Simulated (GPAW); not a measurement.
# CdTe (F-43m) in GPAW: settings compared, part 2 of 3

GPAW 26.7.0. Earlier steps stand in the parts before.

### 3 Dielectric tensor, AM05

Input file run.py:

```python
import numpy as np
from ase.dft.bandgap import bandgap
from ase.io import read, write
from gpaw import GPAW, PW, setup_paths
from gpaw.response.df import DielectricFunction

setup_paths.insert(0, '.')

atoms = read('CdTe.xyz')

calc = GPAW(mode=PW(450),
            xc='AM05',
            kpts={'size': (6, 6, 6), 'gamma': True},
            occupations={'name': 'fermi-dirac', 'width': 0.001},
            nbands=18,
            convergence={'density': 1e-06},
            maxiter=150,
            txt='gpaw.txt')
atoms.calc = calc
energy = atoms.get_potential_energy()
calc.write('gs.gpw')
write('result.traj', atoms)
print(f'Energy: {energy:.6f} eV')
print('Fermi level:', round(calc.get_fermi_level(), 4), 'eV')
print(f'Gap: {bandgap(calc)[0]:.4f} eV, direct: {bandgap(calc, direct=True)[0]:.4f} eV')

for size in [(18, 18, 18)]:
    name = 'x'.join(str(n) for n in size)
    dense = calc.fixed_density(kpts={'size': size, 'gamma': True},
                               nbands=35, convergence={'bands': 29, 'eigenstates': 1e-7},
                               update_fermi_level=True, txt=f'dense-{name}.txt')
    dense.write(f'{name}.gpw', mode='all')
    df = DielectricFunction(f'{name}.gpw', frequencies=np.array([0.0]), hilbert=False, eta=0.001,
                            ecut=80, nbands=29, intraband=False, txt=f'df-{name}.txt')
    for xc in ['RPA']:
        for direction in ['x', 'y', 'z', [0, 1, 1], [1, 0, 1], [1, 1, 0]]:
            e0, e = df.get_macroscopic_dielectric_constant(xc=xc, direction=direction)
            print(f'{name} {xc} {direction}: {e0:.4f} without, {e:.4f} with local fields')
```

Input file CdTe.xyz:

```xyz
2
Lattice="0.0000000000 3.2050000000 3.2050000000 3.2050000000 0.0000000000 3.2050000000 3.2050000000 3.2050000000 0.0000000000" Properties=species:S:1:pos:R:3 pbc="T T T"
Te     4.8075000000      4.8075000000      4.8075000000
Cd     0.0000000000      0.0000000000      0.0000000000
```

Potentials or basis: PAW data sets generated in the run's folder for this functional, pw.

Run with:

```
> gpaw-setup -f AM05 Cd Te
> OMP_NUM_THREADS=1 python run.py
```

gpaw.txt:

```text
__  _  _
 | _ |_)|_||  |
 |__||  | ||/\| - 26.7.0

Input parameters:
  mode=PW(ecut=450.00000000000006),
  convergence={'density': 1e-06},
  kpts=MonkhorstPack(size=(6, 6, 6), gamma=True),
  maxiter=150,
  nbands=18,
  occupations=Occupations(name='fermi-dirac', width=0.001),
  xc=XC(name='AM05')

Diagonalizing LCAO Hamiltonian
Converting LCAO to pw mode

                      Te

       Cd

Atoms  # Å, Bohr magnetons
|   | symbol |        x |        y |        z |    initial magnetic moments |
|---|--------|----------|----------|----------|-----------------------------|
| 0 |     Te | 4.807500 | 4.807500 | 4.807500 | ( 0.0000,  0.0000,  0.0000) |
| 1 |     Cd | 0.000000 | 0.000000 | 0.000000 | ( 0.0000,  0.0000,  0.0000) |

Unit cell  # Å
| periodic |        x |        y |        z |  lengths |    angles |
|----------|----------|----------|----------|----------|-----------|
|      yes | 0.000000 | 3.205000 | 3.205000 | 4.532554 | 60.000000 |
|      yes | 3.205000 | 0.000000 | 3.205000 | 4.532554 | 60.000000 |
|      yes | 3.205000 | 3.205000 | 0.000000 | 4.532554 | 60.000000 |

Number of symmetries: 24
Symmetry operations  # r_c * U_cc + t_c -> r_c
|    | kind |            matrix            |
|----|------|------------------------------|
|  0 |  E   |  1, 0, 0,  0, 1, 0,  0, 0, 1 |
|  1 |  σ   |  1, 0, 0,  0, 0, 1,  0, 1, 0 |
|  2 |  σ   |  1, 0,-1,  0, 1,-1,  0, 0,-1 |
|  3 |  C3  |  1, 0,-1,  0, 0,-1,  0, 1,-1 |
|  4 |  C3  |  1,-1, 0,  0,-1, 1,  0,-1, 0 |
|  5 |  σ   |  1,-1, 0,  0,-1, 0,  0,-1, 1 |
|  6 |  σ   |  0, 1, 0,  1, 0, 0,  0, 0, 1 |
|  7 |  C3  |  0, 1, 0,  0, 0, 1,  1, 0, 0 |
|  8 |  C2  |  0, 1,-1,  1, 0,-1,  0, 0,-1 |
|  9 |  S4  |  0, 1,-1,  0, 0,-1,  1, 0,-1 |
| 10 |  C3  |  0, 0, 1,  1, 0, 0,  0, 1, 0 |
| 11 |  σ   |  0, 0, 1,  0, 1, 0,  1, 0, 0 |
| 12 |  S4  |  0, 0,-1,  1, 0,-1,  0, 1,-1 |
| 13 |  C3  |  0, 0,-1,  0, 1,-1,  1, 0,-1 |
| 14 |  S4  |  0,-1, 1,  1,-1, 0,  0,-1, 0 |
| 15 |  C2  |  0,-1, 1,  0,-1, 0,  1,-1, 0 |
| 16 |  C3  |  0,-1, 0,  1,-1, 0,  0,-1, 1 |
| 17 |  S4  |  0,-1, 0,  0,-1, 1,  1,-1, 0 |
| 18 |  S4  | -1, 1, 0, -1, 0, 1, -1, 0, 0 |
| 19 |  C3  | -1, 1, 0, -1, 0, 0, -1, 0, 1 |
| 20 |  C3  | -1, 0, 1, -1, 1, 0, -1, 0, 0 |
| 21 |  S4  | -1, 0, 1, -1, 0, 0, -1, 1, 0 |
| 22 |  σ   | -1, 0, 0, -1, 1, 0, -1, 0, 1 |
| 23 |  C2  | -1, 0, 0, -1, 0, 1, -1, 1, 0 |

BZ-sampling:
  Number of BZ points: 216
  Number of IBZ points: 16

[... 59 lines left out ...]
    |   5s |  2.000 |     -15.096 |    1.180 |
    |   5p |  4.000 |      -5.924 |    1.196 |
    |    s |        |      12.115 |    1.180 |
    |    p |        |      21.287 |    1.196 |
    |    d |        |       0.000 |    1.238 |

    Using partial waves for Te as LCAO basis

  Cd:
    name:    Cadmium
    Z:       48.0
    valence: 12
    core:    36
    charge:  0.0  # [|e|]
    compensation charges:
      type: gauss
      rc: 0.38  # [Å]
      lmax: 2
    cutoffs:
      filter: 2.12  # [Å]
      core: 2.62  # [Å]
    projectors
    | kind |    occ | energy [eV] | rcut [Å] |
    |------|--------|-------------|----------|
    |   5s |  2.000 |      -5.642 |    1.191 |
    |   5p |  0.000 |      -1.115 |    1.228 |
    |   4d | 10.000 |     -11.724 |    1.164 |
    |    s |        |      21.569 |    1.191 |
    |    p |        |      26.096 |    1.228 |
    |    d |        |      15.487 |    1.164 |

    Using partial waves for Cd as LCAO basis

Reference energy: -336686.020857  # eV

eigensolver:
  PPCG
  Converge bands: occupied
  niter=2

density mixing:
  MSR1-Mixer
  Pratt-step length: 0.05
  Maximum mixing coefficient: 0.75
  Old densities: 10
  SVD Regularization: 0.005
  Good broyden scale: 1.0
  Trust region scale: 1.0
  Backstep threshold: 4.0
  History deletion threshold: 6.0
  Fourier metric: weight=20.0, sigma=0.015

occupation numbers:
  Fermi-Dirac:
    width: 0.0010  # eV

poisson solver:
  ecut: 3600.0000000000005  # eV

xc functional:
  name: AM05 with 2 nearest neighbor stencil

convergence criteria:
- Maximum integral of absolute [dens]ity change: 1e-06 electrons / valence electron
- Maximum [total energy] change in last 3 cyles: 0.0005 eV / valence electron
- Maximum integral of absolute [eigenst]ate change: 4e-08 eV^2 / valence electron
maximum number of iterations: 150

SCF iterations
|iter     | |      energy | eigst |  dens |
|---------|-|-------------|-------|-------|
|iter:   1| |   -5.411714 | -0.44 |       |
|iter:   2| |   -5.367914 | -2.38 | -1.26 |
|iter:   3| |   -5.195529 | -1.79 | -1.30 |
|iter:   4| |   -5.193387 | -3.39 | -1.79 |
|iter:   5| |   -5.192800c| -3.85 | -2.25 |
|iter:   6| |   -5.192830c| -5.47 | -2.99 |
|iter:   7| |   -5.192833c| -6.62 | -3.56 |
|iter:   8| |   -5.192833c| -7.82c| -4.54 |
|iter:   9| |   -5.192833c| -8.40c| -5.28 |
|iter:  10| |   -5.192833c| -8.79c| -5.89 |
|iter:  11| |   -5.192833c| -9.33c| -6.51c|

Converged in 11 steps
Energy contributions relative to reference atoms: (reference = -336686.020857)

Energy contributions:
  Kinetic:          20.000257
  Coulomb:         -18.129846
  Zero:              0.276044
  External:          0.000000
  Xc:               -7.339289
  Entropy:          -0.000000
  Spinorbit:         0.000000
  ----------------------------
  Free energy:      -5.192833
  Extrapolated:     -5.192833

dipole moment: (-16.580998, -16.580998, -16.580998)  # |e|*Ang

Fermi level: 4.363
Eigenvalues  # (at kpt = [0.000, 0.000, 0.000])
| band index |      eig [eV] | occ [0-2] |
|------------|---------------|-----------|
|          0 |        -7.362 |     2.000 |
|          1 |        -4.332 |     2.000 |
|          2 |        -4.332 |     2.000 |
|          3 |        -4.332 |     2.000 |
|          4 |        -4.044 |     2.000 |
|          5 |        -4.044 |     2.000 |
[... 10 lines left out ...]
|         16 |        14.163 |     0.000 |
|         17 |        14.163 |     0.000 |

Gap: 0.837 eV
Transition (v -> c):
  (s=0, k=0, n=8, [0.00, 0.00, 0.00]) -> (s=0, k=0, n=9, [0.00, 0.00, 0.00])
No difference between direct/indirect transitions
# Writing to gs.gpw (mode='')
```

stdout:

```text
Energy: -5.192833 eV
Fermi level: 4.3629 eV
Gap: 0.8365 eV, direct: 0.8365 eV
18x18x18 RPA x: 8.8922 without, 7.9126 with local fields
18x18x18 RPA y: 8.8922 without, 7.9126 with local fields
18x18x18 RPA z: 8.8922 without, 7.9126 with local fields
18x18x18 RPA [0, 1, 1]: 8.8922 without, 7.9126 with local fields
18x18x18 RPA [1, 0, 1]: 8.8922 without, 7.9126 with local fields
18x18x18 RPA [1, 1, 0]: 8.8922 without, 7.9126 with local fields
```

df-18x18x18.txt:

```text
FrequencyGridDescriptor(from 0.000 to 0.000 eV, 1 points)
FrequencyGridDescriptor(from 0.000 to 0.000 eV, 1 points)

Calculating chi0 body with:
    Ground state adapter containing:
    Number of spins: 1
    Number of kpoints: 5832
    Number of irreducible kpoints: 195
    Number of completely occupied states: 9
    Number of partially occupied states: 9

    Linear response parametrization:
    q_c: [0.0, 0.0, 0.0]
    Number of frequency points: 1
    Planewave cutoff: 80.0
    Number of bands: 29
    Number of planewaves: 113
    Broadening (eta): 0.001

Integrating chi0 body.

Symmetries of q_c:
    Direct symmetries (Uq -> q): 24
    Indirect symmetries (TUq -> q): 24
In total 48 allowed symmetries.

Integral kind: response function

Calculating chi0 optical extensions with:
    Ground state adapter containing:
    Number of spins: 1
    Number of kpoints: 5832
    Number of irreducible kpoints: 195
    Number of completely occupied states: 9
    Number of partially occupied states: 9

    Linear response parametrization:
    Number of frequency points: 1
    Planewave cutoff: 80.0
    Number of bands: 29
    Number of planewaves: 113
    Broadening (eta): 0.001
Integrating chi0 head and wings.

Symmetries of q_c:
    Direct symmetries (Uq -> q): 24
    Indirect symmetries (TUq -> q): 24
In total 48 allowed symmetries.

Integral kind: response function wings

Finished calculating chi0
```

Run time: 2.5 min. Hardware: 1 thread of AMD EPYC 7B13 (Zen 3), shared host; peak memory 0.52 GiB.

Results:

```
Free energy                             : -5.1928 eV
Band gap on the k mesh                  : 0.84 eV, direct
Electronic dielectric tensor (diagonal) : 7.91
```

Electronic dielectric tensor:
```
7.91 0.00 0.00
0.00 7.91 0.00
0.00 0.00 7.91
```

Caveat: the long-wavelength limit can be off by several per cent where d states take part; spin-orbit coupling is left out, which moves the levels of the heavy elements.

### 4 Dielectric tensor, PBEsol

Edit run.py of step 3 so:

```diff
@@ -11,3 +11,3 @@
 calc = GPAW(mode=PW(450),
-            xc='AM05',
+            xc='PBEsol',
             kpts={'size': (6, 6, 6), 'gamma': True},
```

CdTe.xyz is that of step 3.

Potentials or basis: PAW data sets generated in the run's folder for this functional, pw.

Run with:

```
> gpaw-setup -f PBEsol Cd Te
> OMP_NUM_THREADS=1 python run.py
```

gpaw.txt:

```text
__  _  _
 | _ |_)|_||  |
 |__||  | ||/\| - 26.7.0

Input parameters:
  mode=PW(ecut=450.00000000000006),
  convergence={'density': 1e-06},
  kpts=MonkhorstPack(size=(6, 6, 6), gamma=True),
  maxiter=150,
  nbands=18,
  occupations=Occupations(name='fermi-dirac', width=0.001),
  xc=XC(name='PBEsol')

Diagonalizing LCAO Hamiltonian
Converting LCAO to pw mode

                      Te

       Cd

Atoms  # Å, Bohr magnetons
|   | symbol |        x |        y |        z |    initial magnetic moments |
|---|--------|----------|----------|----------|-----------------------------|
| 0 |     Te | 4.807500 | 4.807500 | 4.807500 | ( 0.0000,  0.0000,  0.0000) |
| 1 |     Cd | 0.000000 | 0.000000 | 0.000000 | ( 0.0000,  0.0000,  0.0000) |

Unit cell  # Å
[... 163 lines left out ...]
- Maximum integral of absolute [eigenst]ate change: 4e-08 eV^2 / valence electron
maximum number of iterations: 150

SCF iterations
|iter     | |      energy | eigst |  dens |
|---------|-|-------------|-------|-------|
|iter:   1| |   -5.936154 | -0.44 |       |
|iter:   2| |   -5.891842 | -2.41 | -1.28 |
|iter:   3| |   -5.716598 | -1.78 | -1.32 |
|iter:   4| |   -5.713355 | -3.46 | -1.80 |
|iter:   5| |   -5.712582c| -3.86 | -2.26 |
|iter:   6| |   -5.712596c| -5.51 | -3.03 |
|iter:   7| |   -5.712599c| -6.75 | -3.61 |
|iter:   8| |   -5.712599c| -7.89c| -4.48 |
|iter:   9| |   -5.712599c| -8.51c| -5.30 |
|iter:  10| |   -5.712599c| -8.95c| -5.92 |
|iter:  11| |   -5.712599c| -9.35c| -6.37c|

Converged in 11 steps
Energy contributions relative to reference atoms: (reference = -336814.218928)

Energy contributions:
  Kinetic:          18.880966
  Coulomb:         -17.178820
  Zero:              0.276590
  External:          0.000000
  Xc:               -7.691335
  Entropy:          -0.000000
  Spinorbit:         0.000000
  ----------------------------
  Free energy:      -5.712599
  Extrapolated:     -5.712599

dipole moment: (-16.558011, -16.558011, -16.558011)  # |e|*Ang

Fermi level: 4.291
Eigenvalues  # (at kpt = [0.000, 0.000, 0.000])
| band index |      eig [eV] | occ [0-2] |
|------------|---------------|-----------|
|          0 |        -7.447 |     2.000 |
|          1 |        -4.384 |     2.000 |
|          2 |        -4.384 |     2.000 |
|          3 |        -4.384 |     2.000 |
|          4 |        -4.092 |     2.000 |
|          5 |        -4.092 |     2.000 |
[... 10 lines left out ...]
|         16 |        13.932 |     0.000 |
|         17 |        13.932 |     0.000 |

Gap: 0.753 eV
Transition (v -> c):
  (s=0, k=0, n=8, [0.00, 0.00, 0.00]) -> (s=0, k=0, n=9, [0.00, 0.00, 0.00])
No difference between direct/indirect transitions
# Writing to gs.gpw (mode='')
```

stdout:

```text
Energy: -5.712599 eV
Fermi level: 4.2906 eV
Gap: 0.7534 eV, direct: 0.7534 eV
18x18x18 RPA x: 9.2613 without, 8.2598 with local fields
18x18x18 RPA y: 9.2613 without, 8.2598 with local fields
18x18x18 RPA z: 9.2613 without, 8.2598 with local fields
18x18x18 RPA [0, 1, 1]: 9.2613 without, 8.2598 with local fields
18x18x18 RPA [1, 0, 1]: 9.2613 without, 8.2598 with local fields
18x18x18 RPA [1, 1, 0]: 9.2613 without, 8.2598 with local fields
```

Wall time 2.6 min (1 thread of AMD EPYC 7B13 (Zen 3), shared host); peak memory 0.52 GiB.

What came out:

| Item | Value |
| --- | --- |
| Free energy | -5.7126 eV |
| Band gap on the k mesh | 0.75 eV, direct |
| Electronic dielectric tensor (diagonal) | 8.26 |

Electronic dielectric tensor:
```
8.26 0.00 0.00
0.00 8.26 0.00
0.00 0.00 8.26
```

Caveat: the long-wavelength limit can be off by several per cent where d states take part; spin-orbit coupling is left out, which moves the levels of the heavy elements.

[end of part 2 of 3]
